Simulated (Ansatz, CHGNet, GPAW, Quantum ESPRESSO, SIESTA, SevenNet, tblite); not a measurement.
## Generalised stacking fault on (111) (glide set) of a GaP-AlP solid solution (72 atoms): runs against a plane-wave reference

The cell holds 72 atoms: 18 Al, 36 P and 18 Ga. Cell: a = 6.683 Å, b = 11.576 Å, c = 19.233 Å, α = 90.0°, β = 83.3°, γ = 90.0°. Zinc-blende GaP lattice (a = 5.4569 Å, the value set for the mixture), cell with z along [111], 1 x 3 x 2 periods; the third cell vector is tilted by 0.333 of 1/2[11-2] and lengthened by 0.2 Å, so the cell holds one fault (glide set); displaced by a Gaussian of 0.01 Å; 18 of 36 Ga sites given to Al at random (lattice constant by Vegard's rule between GaP and AlP). Then every atom was moved at random, 0.02 Å r.m.s. a Cartesian component.

Geometry: as built.

The reference, a calculation:

```
method                                           : Kohn-Sham DFT, PBE, SSSP efficiency 1.3.0 pseudopotentials, plane waves (Quantum ESPRESSO 7.5); sssp-pbe-1.3.0-efficiency, cutoffs 60/480 Ry, Γ point
r.m.s. force component                           : 0.4078 eV/Å
longest force                                    : 1.63 eV/Å
pressure                                         : 1.177 GPa
gap (highest filled to lowest empty level) : 1.326 eV
time                                             : 12 min on 4 MPI ranks of Arm Neoverse V1, shared host
CPU time                                         : 49 min
```

Runs, in no order:
A. SIESTA PBE, DZP, shift 0.01 Ry, mesh 300 Ry: Kohn-Sham DFT, PBE, PseudoDojo 0.4.1 norm-conserving pseudopotentials (converted to PSML), numerical atomic orbitals (DZP), diagonalisation
B. SevenNet l3i5 potential: machine-learned interatomic potential SevenNet l3i5, trained on PBE(+U) plane-wave data
C. tblite GFN1-xTB: GFN1-xTB tight binding, diagonalisation
D. GPAW PBE, LCAO dzp, h 0.2 Å: Kohn-Sham DFT, PBE, PAW, atomic orbitals (dzp)
E. SIESTA PBE, SZP, shift 0.01 Ry, mesh 300 Ry: Kohn-Sham DFT, PBE, PseudoDojo 0.4.1 norm-conserving pseudopotentials (converted to PSML), numerical atomic orbitals (SZP), diagonalisation

Q: Order them from the smallest to the largest r.m.s. force difference.

A, E, D, B, C.

| run | Δ force, r.m.s. (meV/Å) | share of r.m.s. force (%) | CPU time |
| --- | --- | --- | --- |
| A. SIESTA PBE, DZP, shift 0.01 Ry, mesh 300 Ry | 24.2 | 5.92 | 7.5 min |
| E. SIESTA PBE, SZP, shift 0.01 Ry, mesh 300 Ry | 60.2 | 14.8 | 5.4 min |
| D. GPAW PBE, LCAO dzp, h 0.2 Å | 84.4 | 20.7 | 4.6 min |
| B. SevenNet l3i5 potential | 124 | 30.3 | 11 s |
| C. tblite GFN1-xTB | 278 | 68.2 | 8 s |

Periodic xTB results under one method name differ between programs and library versions. Machine-learned potentials mimic data converged in k, so the reference's own k-point error enters their differences. The electronic-structure runs sample only Γ, in a cell whose shortest periodic width is 7 Å.

[Logs are printed without paths, hosts, clocks, repeated set-up lines and the standing remarks that a program may print on its own settings, such as how far it seeks lower states.]

[Hosts, paths, dates, database ids (printed as entryN), source tags and the programs' standing remarks are cut or masked in the printed files.]
